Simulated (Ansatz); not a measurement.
# PbO (Litharge) (P4/nmm) in Ansatz: reference runs

Reference runs on PbO (Litharge): the cell as given and a disturbed copy.

Program: Ansatz 0.2.0. These are calculated values, not measurements. Logs are shortened: lines on timing, memory, paths and dates and some standing lists are left out, and cuts for length are marked.

**1. The crystal as given**

Symmetry: P4/nmm, No. 129, tetragonal system. Conventional cell: a = 3.990 Å, b = 3.990 Å, c = 5.010 Å, α = 90.00°, β = 90.00°, γ = 90.00°. Around Pb (site symmetry 4mm) lie 4 O at 2.33 Å. O (site symmetry -4m2) is surrounded by 4 Pb at 2.33 Å.

**2. Single point, PBE**

input.yaml reads:

```yaml
crystal:
  lattice:
    - [3.99, 0.0, 0.0]
    - [0.0, 3.99, 0.0]
    - [0.0, 0.0, 5.01]
  atoms:
    - { symbol: Pb, position: [0.5, 0.0, 0.76] }
    - { symbol: Pb, position: [0.0, 0.5, 0.24] }
    - { symbol: O, position: [0.5, 0.5, 0.0] }
    - { symbol: O, position: [0.0, 0.0, 0.0] }
kpoints:
  mp_grid: { grid: [7, 7, 6] }
scf:
  occupations: { method: fermi_dirac, width: 0.05 }
hamiltonian:
  xc: pbe
  pseudopotentials: { kind: all_electron, lapw: { basis_error: 0.001 } }
output:
  forces: true
  stress: true
  eigenvalues: true
  populations: true
```

Potentials or basis: all-electron LAPW, scalar-relativistic.

Command:

```
> ansatz run input.yaml --threads 2 --pin off --max-ram 6144MiB --backend cpu --events-out ev --progress --plain --runs-dir out
```

Output:

```text
Warning: RAYON_NUM_THREADS=2 ignored (pool sized by the plan → 2); use --threads N
Pb: projections on atomic orbitals take those of the free atom 1s2 2s2 2p6 3s2 3p6 3d10 4s2 4p6 4d10 4f14 5s2 5p6 5d10 6s2 6p2, of charge +0.00 (hamiltonian.pseudopotentials.projection_atoms)
O: projections on atomic orbitals take those of the free atom 1s2 2s2 2p4, of charge +0.00 (hamiltonian.pseudopotentials.projection_atoms)
LAPW: plane waves up to 9.134 Å⁻¹, error target 1.0e-3 eV per atom; small_component_spin mean_spin; O in spheres of 1.027 Å, 8 of its electrons in bands, Dirac shells []; Pb in spheres of 1.302 Å, 46 of its electrons in bands, Dirac shells [] (how accurate: hamiltonian.pseudopotentials.lapw.basis_error, Limitations)
Engine: ansatz 0.2.0, aarch64-unknown-linux-gnu
Pseudopotentials: kind: all_electron
Pseudopotential: Pb, LAPW, valence charge 46, lapw/all_electron/scalar/gaussian/Pb, Koelling and Harmon's equation, gaussian nucleus
Pseudopotential: O, LAPW, valence charge 8, lapw/all_electron/scalar/gaussian/O, Koelling and Harmon's equation, gaussian nucleus
Functional definition: PBE
  parameter kappa = 0.804
  parameter beta = 0.06672455060314922
  exchange = pbe_x(kappa = kappa, mu = beta*pi^2/3)
  correlation = pbe_c(beta = beta)
Crystal: 4 atoms, lattice volume = 79.760 Å³
Basis set: ecut = 317.8349009527014 eV, 1019 PW (Γ), exchange–correlation at level 2
Bands: 65, of which v1, the nominal top of the filled ones, is band 54 counted from 1 (53 counted from 0)
Symmetry: 16 space group operations
Space group: P4/nmm (ITA 129), of the structure as read, at distance tolerance 4.3e-5 Å
k-points: 40 of 294
Non-local potential: Pb, projectors of the file, none
Non-local potential: O, projectors of the file, none
Initial density: superposition of atomic densities (chi_scale 0.1, normalization cell, long waves kept (reshape's long-wave potential 0.19 eV rms))
Initial wavefunctions: plane waves of lowest kinetic energy (no species holds an atomic orbital)
Functional: x = pbe(κ = 0.804, μ = 0.2195149727645171), c = pbe(β = 0.06672455060314922)
iter 1 solved again at ethr=9.32e-3 eV; its pass at ethr=1.00e-1 eV (dr2=1.01e1 eV) is discarded
SCF iter   1: F=—  HF=-1140233.983093 eV  |F-HF|=—  |Δ(HF+E_count)|=         —  Δρ=8.55e-2  dr2=1.01e1  ethr=9.32e-3  ⟨swp⟩=2.0  Hψ=15231  notcnv=0
preconditioner: auto → Resta (q_TF=auto, 2.870 Å⁻¹)  ε∞=2.8  [insulator: Δε(μ)=3.167 eV  Ē_g=19.743 eV  σ=0.050 eV  W_gap=1.00  n_scr=28 (ndim 8)  ℏωp=26.3 eV  f_vac=0.247  D(μ)=0.00/eV (n_scr^D=0)  ε∞_Penn≈2.8]
SCF iter   2: F=—  HF=-1140230.603986 eV  |F-HF|=—  |Δ(HF+E_count)|=    3.38e0  Δρ=3.01e-2  dr2=1.03e0  ethr=9.32e-3  ⟨swp⟩=3.0  Hψ=7312  notcnv=0
SCF iter   3: F=—  HF=-1140229.435719 eV  |F-HF|=—  |Δ(HF+E_count)|=    1.17e0  Δρ=2.24e-2  dr2=6.84e-1  ethr=9.49e-4  ⟨swp⟩=3.0  Hψ=8285  notcnv=0
SCF iter   4: F=—  HF=-1140229.457663 eV  |F-HF|=—  |Δ(HF+E_count)|=         —  Δρ=1.53e-2  dr2=4.01e-1  ethr=6.33e-4  ⟨swp⟩=3.0  Hψ=8094  notcnv=0
the basis was enlarged: its passes take 629.6 KiB over the memory plan, 2 of 2 planned eigensolver slots
SCF iter   5: F=—  HF=-1140229.343662 eV  |F-HF|=—  |Δ(HF+E_count)|=   1.14e-1  Δρ=5.52e-3  dr2=4.76e-2  ethr=3.71e-4  ⟨swp⟩=2.0  Hψ=7479  notcnv=0
iter 6 solved again at ethr=2.48e-6 eV; its pass at ethr=4.40e-5 eV (dr2=2.68e-3 eV) is discarded
SCF iter   6: F=—  HF=-1140229.328380 eV  |F-HF|=—  |Δ(HF+E_count)|=   1.53e-2  Δρ=1.33e-3  dr2=2.68e-3  ethr=2.48e-6  ⟨swp⟩=2.0  Hψ=13125  notcnv=0
SCF iter   7: F=—  HF=-1140229.327876 eV  |F-HF|=—  |Δ(HF+E_count)|=   5.04e-4  Δρ=7.07e-4  dr2=7.30e-4  ethr=2.48e-6  ⟨swp⟩=2.0  Hψ=7440  notcnv=0
SCF iter   8: F=—  HF=-1140229.327741 eV  |F-HF|=—  |Δ(HF+E_count)|=   1.35e-4  Δρ=1.69e-4  dr2=3.63e-5  ethr=6.76e-7  ⟨swp⟩=3.0  Hψ=7564  notcnv=0
SCF iter   9: F=—  HF=-1140229.327741 eV  |F-HF|=—  |Δ(HF+E_count)|=   6.22e-7  Δρ=3.79e-5  dr2=2.14e-6  ethr=3.36e-8  ⟨swp⟩=3.0  Hψ=7607  notcnv=0
SCF iter  10: F=—  HF=-1140229.327743 eV  |F-HF|=—  |Δ(HF+E_count)|=   1.79e-6  Δρ=1.08e-5  dr2=1.72e-7  ethr=1.98e-9  ⟨swp⟩=3.0  Hψ=7731  notcnv=0
SCF iter  11: F=-1140229.327743 eV  HF=-1140229.327743 eV  |F-HF|=1.40e-9  |Δ(HF+E_count)|=   9.78e-9  Δρ=1.24e-6  dr2=1.72e-9  ethr=1.59e-10  ⟨swp⟩=3.0  Hψ=7670  notcnv=0
SCF 1 converged in 11 iterations: F = -1140229.327743 eV  dr2 = 1.72e-9
SCF converged after 11 iterations
Free energy (F): -1140229.327743 eV
Harris-Foulkes:  -1140229.327743 eV  (|F-HF|=1.40e-9)
Internal energy: -1140229.327743 eV  (E = F + TS)
E sigma→0 (E₀):  -1140229.327743 eV
Entropy (-TS):   -0.000000 eV (-0.000 meV/atom)
Fermi energy:    12.773290 eV
--- Per-component energies (eV) ---
  E_band       = -14169.809697
  E_kinetic    = 1314032.584734
  E_xc         = -21627.254674
  E_electrostatic = -2432634.657804  (all electrons and nuclei)
  E_smearing   = -0.000000  (= −TS)
  E_closure    = 0.000000  (closes the sum)
  E_atoms      = -1140207.893710  (free atoms, spherical and without spin; not in F)
  Σ components = -1140229.327743   (vs F -1140229.327743, Δ=0.00e0)
  Basis errors (estimates in eV, not in F): energy 4.5e-4 per atom: plane waves 4.1e-4 (2.4e-4 summed), levels above the bands 1.3e-110, relativity 3.3e-8, radial functions 4.1e-5, core shells 4.4e-8; eigenvalues (radial functions only) 6.1e-6; not estimated: angular momenta, meshes, grids; target (lapw.basis_error) 1.0e-3; muffin-tin radii O 1.027 Å, Pb 1.302 Å
--- Forces (eV/Å), atoms counted from 1 ---
  atom   1  Pb    -0.00000000     0.00000000     0.00792682
  atom   2  Pb     0.00000000     0.00000000    -0.00792682
  atom   3  O     -0.00000000     0.00000000     0.00000000
  atom   4  O     -0.00000000     0.00000000    -0.00000000
  max |Σ_I F_I| component: 1.73e-18 eV/Å
--- Stress (GPa, compression-positive) ---
        3.388905       0.000000       0.000000
        0.000000       3.388905       0.000000
        0.000000       0.000000       2.218779
  P = ⅓ Tr σ = 2.9989 GPa (29.989 kbar)
--- Band table (eV; the first three rows and the last of 40) ---
  k-point 0: bands = ["-492.9076", "-492.9076", "-384.0146", "-384.0146", "-384.0076", "-384.0076", "-384.0018", "-384.0018", "-384.0018", "-384.0018", "-383.9993", "-383.9993", "-126.4159", "-126.4159", "-115.4318", "-115.4318", "-115.4318", "-115.4318", "-115.4268", "-115.4268", "-115.4219", "-115.4219", "-115.4205", "-115.4205", "-115.4205", "-115.4205", "-115.4198", "-115.4198", "-68.2701", "-68.2693", "-68.2678", "-68.2678", "-68.2673", "-68.2673", "-6.1917", "-5.6940", "-3.9574", "-3.9574", "-3.8979", "-3.8863", "-3.8139", "-3.7377", "-3.7366", "-3.7366", "-3.7167", "-2.4012", "4.9491", "5.3208", "7.9030", "7.9030", "10.4103", "10.4951", "10.4951", "12.0608", "14.4928", "17.6015", "17.6015", "17.6743", "18.6883", "18.6883", "19.5203", "20.0917", "22.2736", "25.9495", "26.9637"]
  k-point 1: bands = ["-492.9076", "-492.9076", "-384.0146", "-384.0146", "-384.0076", "-384.0076", "-384.0018", "-384.0018", "-384.0018", "-384.0018", "-383.9993", "-383.9993", "-126.4159", "-126.4159", "-115.4318", "-115.4318", "-115.4318", "-115.4318", "-115.4268", "-115.4268", "-115.4219", "-115.4219", "-115.4205", "-115.4205", "-115.4205", "-115.4205", "-115.4198", "-115.4198", "-68.2700", "-68.2693", "-68.2678", "-68.2678", "-68.2674", "-68.2674", "-6.1854", "-5.6896", "-3.9463", "-3.9463", "-3.8952", "-3.8868", "-3.8081", "-3.7500", "-3.7500", "-3.7419", "-3.7226", "-2.3974", "4.2310", "6.2105", "7.9431", "7.9431", "10.3998", "10.4889", "10.4889", "11.9106", "14.3004", "16.9512", "16.9512", "17.4348", "19.4418", "19.4418", "19.5217", "20.2513", "23.4605", "25.9818", "26.8113"]
  k-point 2: bands = ["-492.9076", "-492.9076", "-384.0146", "-384.0146", "-384.0076", "-384.0076", "-384.0018", "-384.0018", "-384.0018", "-384.0018", "-383.9993", "-383.9993", "-126.4159", "-126.4159", "-115.4318", "-115.4318", "-115.4318", "-115.4318", "-115.4268", "-115.4268", "-115.4219", "-115.4219", "-115.4205", "-115.4205", "-115.4205", "-115.4205", "-115.4198", "-115.4198", "-68.2699", "-68.2695", "-68.2677", "-68.2677", "-68.2674", "-68.2674", "-6.1727", "-5.6808", "-3.9178", "-3.9178", "-3.9130", "-3.8613", "-3.7928", "-3.7830", "-3.7830", "-3.7534", "-3.7380", "-2.3898", "3.6513", "7.2162", "8.0266", "8.0266", "10.3791", "10.4745", "10.4745", "11.4530", "14.1239", "16.2580", "16.2580", "16.6794", "20.3550", "20.3550", "20.3810", "20.6130", "25.3408", "26.0559", "26.1213"]
  k-point 39: bands = ["-492.9076", "-492.9076", "-384.0146", "-384.0146", "-384.0076", "-384.0076", "-384.0018", "-384.0018", "-384.0018", "-384.0018", "-383.9993", "-383.9993", "-126.4159", "-126.4159", "-115.4318", "-115.4318", "-115.4318", "-115.4318", "-115.4268", "-115.4268", "-115.4219", "-115.4219", "-115.4205", "-115.4205", "-115.4205", "-115.4205", "-115.4198", "-115.4198", "-68.2697", "-68.2697", "-68.2679", "-68.2679", "-68.2676", "-68.2676", "-5.8656", "-5.8428", "-3.8592", "-3.8349", "-3.8108", "-3.7856", "-3.7850", "-3.7787", "-3.7616", "-3.7611", "-2.9354", "-2.8501", "4.0276", "4.1782", "7.9693", "8.3291", "9.8743", "10.0986", "10.8896", "11.0782", "15.4944", "15.6092", "16.2044", "17.0440", "17.7851", "18.4982", "23.1077", "23.1871", "26.0952", "26.5766", "26.6095"]
--- Löwdin populations: 4 sites ---
  site symbol       q [e]
     0     Pb     81.2360
     1     Pb     81.2360
     2      O      8.7114
     3      O      8.7114
  spilling = 0.000584 (of n_electrons = 180.000000)
```

Wall time 30 s (2 threads of Arm Neoverse V2, shared host); peak memory 0.63 GiB.

What came out:

| Item | Value |
| --- | --- |
| Free energy | -1140229.3277 eV |
| Pressure | 3.0 GPa |
| Largest force | 0.008 eV/Å |
| Band gap on the k mesh | 1.41 eV, indirect (least direct gap 2.39 eV) |
| Loewdin charges | Pb +0.76; O -0.71 e |

Forces on the atoms (eV/Å):
```
Pb   0.000  0.000  0.008
Pb   0.000  0.000 -0.008
O    0.000  0.000  0.000
O    0.000  0.000  0.000
```

Levels at points of the mesh, in eV from the valence-band top:
```tsv
k point	band 50	band 51	band 52	band 53	band 54	band 55	band 56	band 57	band 58	band 59
(0.00, 0.00, 0.00)	-4.16	-1.65	-1.57	-1.57	0.00	2.43	5.54	5.54	5.61	6.63
(0.00, 0.00, -0.50)	-3.99	-1.69	-1.59	-1.59	-0.94	2.06	3.94	3.94	4.23	8.67
```

Caveat: spin-orbit coupling is left out, which as a rule narrows the gap of such compounds by several tenths of an eV; an odd mesh through Γ misses points on the zone boundary, where band edges often lie.

[end of part 1 of 2]
